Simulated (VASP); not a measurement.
# BaTe (Fm-3m) in VASP: notebook

Aim: see how the results for BaTe move with the level of theory and the settings. Levels: PBE, PBEsol. Tasks: band structure, evGW0 quasiparticle levels.

Program: VASP 6.6.1. These are calculated values, not measurements. Logs are shortened: lines on timing, memory, paths and dates and some standing lists are left out, and cuts for length are marked.

## 1. Starting point

The structure is cubic, space group Fm-3m (No. 225). The conventional cell has a = 6.820 Å, b = 6.820 Å, c = 6.820 Å, α = 90.00°, β = 90.00°, γ = 90.00°. Ba (site symmetry m-3m) has 6 Te at 3.41 Å as nearest neighbours. Around Te (site symmetry m-3m) lie 6 Ba at 3.41 Å.

## 2. Band structure, PBE (cell strained at random at fixed volume)

Contents of run.py:

```python
from ase import Atoms
from ase.calculators.vasp import Vasp
from ase.dft.bandgap import bandgap

atoms = Atoms(
    ['Ba', 'Te'],
    cell=[[-0.072691, 3.384333, 3.468522], [3.388571, -0.015778, 3.41161], [3.385129, 3.323978, -0.012336]],
    scaled_positions=[[0.0, 0.0, 0.0], [0.5, 0.5, 0.5]],
    pbc=True,
)
calc = Vasp(
    directory='calc',
    xc='pbe',
    pp='PBE',
    setups='recommended',
    pp_version='54',
    prec='Accurate',
    encut=520,
    ediff=1e-07,
    ismear=0,
    sigma=0.1,
    lreal=False,
    lasph=True,
    nelm=60,
    algo='Normal',
    isif=2,
    lwave=False,
    lcharg=True,
    kpts=[7, 7, 7],
    gamma=True,
    nbands=15,
)
atoms.calc = calc

print('energy (eV):', atoms.get_potential_energy())
print('free energy (eV):', atoms.get_potential_energy(force_consistent=True))
efermi = calc.get_fermi_level()
print('Fermi level (eV):', efermi)
path = atoms.cell.bandpath(npoints=40, eps=1e-4)
print('path:', path.path)
calc.set(kpts=path.kpts, reciprocal=True, icharg=11, isym=0, lcharg=False)
calc.calculate(atoms)
print('gap on the path (eV):', bandgap(calc, efermi=efermi)[0])
print('direct gap on the path (eV):', bandgap(calc, efermi=efermi, direct=True)[0])
```

Potentials or basis: VASP PAW PBE potentials, release 54 (Ba_sv, Te).

Launch:

```sh
$ python run.py
```

What it wrote:

```text
energy (eV): -8.50177044
free energy (eV): -8.50177044
Fermi level (eV): 3.28029638
path: XGY,LGZ,NGM,RG
gap on the path (eV): 1.2511
direct gap on the path (eV): 1.6178
```

OUTCAR:

```text
ENCUT = 520.000000
   EDIFF = 1.00e-07
   GGA = PE
   PREC = Accurate
   ICHARG = 11
   ISIF = 2
   ISMEAR = 0
   ISYM = 0
   NELM = 60
   LASPH = .TRUE.
   LREAL = .FALSE.

 ion  position               nearest neighbor table
   1  0.000  0.000  0.000-   2 3.36   2 3.36   2 3.42   2 3.42   2 3.45   2 3.45
   2  0.500  0.500  0.500-   1 3.36   1 3.36   1 3.42   1 3.42   1 3.45   1 3.45

IMPORTANT INFORMATION: All symmetrisations will be switched off!
NOSYMM: (Re-)initialisation of all symmetry stuff for point group C_1.

----------------------------------------------------------------------------------------

                                     Primitive cell

  volume of cell :      79.3036

  direct lattice vectors                    reciprocal lattice vectors
    -0.072691000  3.384333000  3.468522000    -0.142993716  0.146153968  0.142703996
     3.388571000 -0.015778000  3.411610000     0.145908060 -0.148044881  0.147509337
     3.385129000  3.323978000 -0.012336000     0.146282704  0.151333869 -0.144594952

  length of vectors
     4.846611053  4.808507581  4.744268149     0.249344371  0.254883215  0.255359099

  position of ions in fractional coordinates (direct lattice)
     0.000000000  0.000000000  0.000000000
     0.500000000  0.500000000  0.500000000

  ion indices of the primitive-cell ions
   primitive index   ion index
                 1           1
                 2           2

----------------------------------------------------------------------------------------

 KPOINTS: KPOINTS created by Atomic Simulation Env

Read explicit list of k-points.

 Found     40 k-points:

 Following reciprocal coordinates:
            Coordinates               Weight
  0.500000  0.000000  0.000000      0.025000
  0.375000  0.000000  0.000000      0.025000
  0.250000  0.000000  0.000000      0.025000
  0.125000  0.000000  0.000000      0.025000
  0.000000  0.000000  0.000000      0.025000
  0.000000  0.100000  0.000000      0.025000
[... 16 lines left out ...]
  0.416667  0.000000  0.416667      0.025000
  0.333333  0.000000  0.333333      0.025000
 [... further k-points ...]
   k-points           NKPTS =     40   k-points in BZ     NKDIM =     40   number of bands    NBANDS=     15
   number of dos      NEDOS =    301   number of ions     NIONS =      2
   total plane-waves  NPLWV =  46656
   dimension x,y,z NGX =    36 NGY =   36 NGZ =   36
   dimension x,y,z NGXF=    72 NGYF=   72 NGZF=   72
   ions per type =               1   1
   NGX,Y,Z   is equivalent  to a cutoff of  12.35, 12.45, 12.61 a.u.
   NGXF,Y,Z  is equivalent  to a cutoff of  24.70, 24.89, 25.23 a.u.
 SYSTEM =  unknown system
   PREC   = accura    normal or accurate (medium, high low for compatibility)
   ISTART =      0    job   : 0-new  1-cont  2-samecut
   ICHARG =     11    charge: 1-file 2-atom 10-const
   ISPIN  =      1    spin polarized calculation?
   LNONCOLLINEAR =      F non collinear calculations
   LSORBIT =      F    spin-orbit coupling
   LASPH  =      T    aspherical Exc in radial PAW
   ENCUT  =  520.0 eV  38.22 Ry    6.18 a.u.   9.01  8.94  8.82*2*pi/ulx,y,z
   NELM   =     60;   NELMIN=  2; NELMDL=  0     # of ELM steps
   EDIFF  = 0.1E-06   stopping-criterion for ELM
   LREAL  =      F    real-space projection
   EDIFFG = 0.1E-05   stopping-criterion for IOM
   NSW    =      0    number of steps for IOM
   IBRION =     -1    ionic relax: 0-MD 1-quasi-New 2-CG
   NFREE  =      0    steps in history (QN), initial steepest desc. (CG)
   ISIF   =      2    stress and relaxation
   ISYM   =      0    0-nonsym 1-usesym 2-fastsym
   POTIM  = 0.5000    time-step for ionic-motion
   TEBEG  =    0.0;   TEEND  =   0.0 temperature during run
   PSTRESS=    0.0 pullay stress
   NELECT =      16.0000    total number of electrons
   NUPDOWN=      -1.0000    fix difference up-down
   EMIN   =  10.00;   EMAX   =-10.00  energy-range for DOS
   EFERMI =   0.00;   METHOD = LEGACY
   ISMEAR =     0;   SIGMA  =   0.10  broadening in eV -4-tet -1-fermi 0-gaus
   EFERMI_NEDOS =   21; number of points for ismear=-14 and -15
   IALGO  =     38    algorithm
   IMIX   =      4    mixing-type and parameters
     AMIX     =   0.40;   BMIX     =  1.00
     AMIX_MAG =   1.60;   BMIX_MAG =  1.00
  volume/ion in A,a.u.               =      39.65       267.58
  Fermi-wavevector in a.u.,A,eV,Ry     =   0.960175  1.814468 12.543705  0.921936
  Thomas-Fermi vector in A             =   2.089436
   LORBIT       =      0    0 simple, 1 ext, 2 COOP (PROOUT), +10 PAW based schemes
   GGA     = PE    functional components
   LHFCALC =     F    Hartree Fock is set to
   AEXX    =    0.0000 exact exchange contribution
   IVDW    =     0    specifies the selected vdW correction
   LEPSILON=     F    determine dielectric tensor
   LRPA    =     F    only Hartree local field effects (RPA)
 non-spin polarized calculation
 Gauss-broadening in eV      SIGMA  =   0.10
  energy-cutoff  :      520.00
  volume of cell :       79.30
 maximum number of plane-waves:      2140

 number of electron      16.0000000 magnetization

 Free energy of the ion-electron system (eV)
  ---------------------------------------------------
  ext. energy  EPLUGINS =         0.00000000
  ---------------------------------------------------
  free energy    TOTEN  =        -6.27827113 eV

  energy without entropy =       -6.27827113  energy(sigma->0) =       -6.27827113

 E-fermi :   3.3834     XC(G=0):  -8.5638

 val. band max:        2.8715083731   @ k =   0.0000   0.0000   0.0000
 cond. band min:       4.1226175539   @ k =   0.5000   0.0000   0.5000
 fundamental gap:      1.2511091808
 Fermi energy:         3.3833818476

 k-point     1 :       0.5000    0.0000    0.0000
  band No.  band energies     occupation
      1     -24.0161      2.00000
      2      -9.8133      2.00000
      3      -9.2191      2.00000
      4      -9.2113      2.00000
      5      -5.9372      2.00000
      6       0.3227      2.00000
      7       1.5665      2.00000
      8       1.5950      2.00000
      9       7.1206      0.00000
     10       7.6590      0.00000
     11       7.7380      0.00000
     12       7.8197      0.00000
     13       9.9116      0.00000
     14      10.0602      0.00000
     15      10.5028      0.00000

 k-point     2 :       0.3750    0.0000    0.0000
  band No.  band energies     occupation
      1     -24.0188      2.00000
      2      -9.7425      2.00000
      3      -9.2166      2.00000
      4      -9.2109      2.00000
      5      -6.0735      2.00000
      6       0.5774      2.00000
      7       1.6984      2.00000
      8       1.7258      2.00000
      9       6.4700      0.00000
     10       7.2235      0.00000
     11       7.2712      0.00000
     12       8.3237      0.00000
     13       9.3416      0.00000
     14       9.5630      0.00000
     15      11.0278      0.00000

 k-point     3 :       0.2500    0.0000    0.0000
  band No.  band energies     occupation
      1     -24.0254      2.00000
      2      -9.5530      2.00000
      3      -9.2108      2.00000
      4      -9.2096      2.00000
      5      -6.4086      2.00000
      6       1.2681      2.00000
      7       2.0634      2.00000
      8       2.0950      2.00000
      9       5.9256      0.00000
     10       6.4460      0.00000
     11       6.5138      0.00000
     12       7.8050      0.00000
     13       7.9667      0.00000
     14       8.2331      0.00000
     15      11.2007      0.00000
[... 343 lines left out ...]
 k-point    23 :       0.4167    0.0000    0.4167
  band No.  band energies     occupation
      1     -24.0078      2.00000
      2      -9.5235      2.00000
      3      -9.3243      2.00000
      4      -9.3121      2.00000
      5      -6.6273      2.00000
      6       1.5149      2.00000
      7       2.3271      2.00000
      8       2.4119      2.00000
      9       4.1961      0.00000
     10       7.2801      0.00000
     11       7.6616      0.00000
     12       8.7073      0.00000
     13       8.7409      0.00000
     14       9.1522      0.00000
     15      11.2658      0.00000

 k-point    24 :       0.3333    0.0000    0.3333
  band No.  band energies     occupation
      1     -24.0130      2.00000
      2      -9.5370      2.00000
      3      -9.3013      2.00000
      4      -9.2902      2.00000
      5      -6.4925      2.00000
      6       1.1583      2.00000
      7       2.3262      2.00000
      8       2.4095      2.00000
      9       4.4118      0.00000
     10       7.0427      0.00000
     11       7.2228      0.00000
     12       8.3185      0.00000
     13       8.3910      0.00000
     14      10.2523      0.00000
     15      11.7286      0.00000

 [... further k-points ...]
[... 5 lines left out ...]
  --------------------------------------------------------------------------------------
  -------------------------------------------------------------------------------------
  Total        7.0918676      8.0542428      7.0368887      0.2017158     -0.0985078      0.1772881
  in kB      143.2775321    162.7204694    142.1667888      4.0752786     -1.9901605      3.5817639
  external PRESSURE =     149.3882634 kB  Pullay stress =       0.0000000 kB

 VOLUME and BASIS-vectors are now :
 -----------------------------------------------------------------------------
  energy-cutoff  :      520.00
  volume of cell :       79.30
      direct lattice vectors                 reciprocal lattice vectors
    -0.072691000  3.384333000  3.468522000    -0.142993716  0.146153968  0.142703996
     3.388571000 -0.015778000  3.411610000     0.145908060 -0.148044881  0.147509337
     3.385129000  3.323978000 -0.012336000     0.146282704  0.151333869 -0.144594952

 POSITION                                       TOTAL-FORCE (eV/Angst)
 -----------------------------------------------------------------------------------
      0.00000      0.00000      0.00000        -0.000000     -0.000001     -0.000001
      3.35050      3.34627      3.43390         0.000000      0.000001      0.000001
 -----------------------------------------------------------------------------------
    total drift:                                0.000001     -0.000001      0.000000

  FREE ENERGIE OF THE ION-ELECTRON SYSTEM (eV)
  ---------------------------------------------------
  free  energy   TOTEN  =        -6.2782711267 eV

  energy  without entropy=       -6.2782711267  energy(sigma->0) =       -6.27827113
```

INCAR:

```text
ENCUT = 520.000000
SIGMA = 0.100000
EDIFF = 1.00e-07
ALGO = Normal
GGA = PE
PREC = Accurate
ICHARG = 11
ISIF = 2
ISMEAR = 0
ISYM = 0
NBANDS = 15
NELM = 60
LASPH = .TRUE.
LCHARG = .FALSE.
LWAVE = .FALSE.
LREAL = .FALSE.
```

Wall time 1.8 min (1 thread of Intel Xeon Platinum 8488C (Sapphire Rapids), shared host); peak memory 0.21 GiB.

Results:

- Band gap along the path: 1.25 eV, indirect (least direct gap 1.62 eV)

Levels at the corners of the path, in eV from the Fermi level:
| point | band 5 | band 6 | band 7 | band 8 | band 9 | band 10 | band 11 | band 12 |
| --- | --- | --- | --- | --- | --- | --- | --- | --- |
| X | -9.22 | -2.96 | -1.71 | -1.69 | 3.84 | 4.38 | 4.46 | 4.54 |
| Γ | -10.21 | -0.55 | -0.48 | -0.41 | 2.21 | 2.39 | 2.51 | 2.71 |
| Y | -9.22 | -2.95 | -1.86 | -1.74 | 3.80 | 4.32 | 4.64 | 4.67 |
| L | -9.99 | -1.69 | -0.88 | -0.77 | 0.85 | 4.02 | 4.54 | 5.41 |
| Γ | -10.21 | -0.55 | -0.48 | -0.41 | 2.21 | 2.39 | 2.51 | 2.71 |
| Z | -9.22 | -2.95 | -1.87 | -1.74 | 3.80 | 4.26 | 4.63 | 4.75 |
| N | -9.98 | -1.56 | -0.95 | -0.86 | 0.84 | 4.09 | 4.49 | 5.47 |
| Γ | -10.21 | -0.55 | -0.48 | -0.41 | 2.21 | 2.39 | 2.51 | 2.71 |
| M | -9.98 | -1.66 | -0.89 | -0.80 | 0.85 | 4.02 | 4.54 | 5.41 |
| R | -9.22 | -2.94 | -1.88 | -1.77 | 3.79 | 4.35 | 4.62 | 4.73 |
| Γ | -10.21 | -0.55 | -0.48 | -0.41 | 2.21 | 2.39 | 2.51 | 2.71 |

Caveat: the log is that of the step along the path at fixed density, whose energy, stress, charges and moments have no meaning; spin-orbit coupling is left out, which moves the levels of the heavy elements.

[end of part 1 of 2]
